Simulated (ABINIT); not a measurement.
# LiCl in ABINIT: the effect of functional

Crystal: LiCl.

```
Cl Li
1.0
     0.00000    2.56477    2.56477
     2.56477    0.00000    2.56477
     2.56477    2.56477    0.00000
Cl Li
1 1
Direct
  0.50000 0.50000 0.50000
  0.00000 0.00000 0.00000
```

Alike in all runs:

| Item | Value |
| --- | --- |
| Program | ABINIT 10.8.3 (patched build) |
| Task | single point |
| Potentials or basis | SG15 NC PBE v1.2 |
| Cutoff | 707 eV |
| k mesh | 6 × 6 × 6 |
| Occupations | fixed |
| Spin | no spin polarisation |

**Question.** One run gave: gap on the mesh 6.35 eV. Which functional did it use?
A. PBE0
B. HSE06
C. PBE
D. PBEsol

**Answer.** C.

```tsv
functional	gap on the mesh (eV)
PBEsol	6.10
PBE	6.35
HSE06	7.60
PBE0	8.41
```

Caveats: Libxc's HSE differs a little from that of other programs (some runs).

A k mesh can miss the band edges.
